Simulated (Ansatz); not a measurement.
# Lithium (omega (AlB2-type)) across density functionals

All rows: Ansatz, plane waves with scalar-relativistic PAW, 420 eV (500 eV for the SCAN forms), relaxed under each functional, no dispersion correction, no zero-point motion. B₀ comes from uniform scaling at fixed shape; a dash is a value not given.

| functional | V (Å³/atom) | cell | B₀ (GPa) | magnetic state | ΔE to bcc (meV/atom) |
| --- | --- | --- | --- | --- | --- |
| PBE | 20.25 | a = 4.930 Å, c = 2.886 Å (c/a = 0.585) | 14 | spin not included | 11 |
| r²SCAN | 21.03 | a = 4.992 Å, c = 2.923 Å (c/a = 0.586) | 13 | spin not included | 12 |
| PBEsol | 20.23 | a = 4.929 Å, c = 2.884 Å (c/a = 0.585) | 14 | spin not included | 11 |
| LDA | 18.97 | a = 4.828 Å, c = 2.818 Å (c/a = 0.584) | 15 | spin not included | 11 |
| revPBE | 21.17 | a = 5.000 Å, c = 2.934 Å (c/a = 0.587) | 13 | spin not included | 11 |
| RPBE | 21.10 | a = 4.995 Å, c = 2.930 Å (c/a = 0.587) | 13 | spin not included | 11 |
| BLYP | 20.03 | a = 4.913 Å, c = 2.875 Å (c/a = 0.585) | 14 | spin not included | 11 |

LDA gives the smallest volume and revPBE the largest.
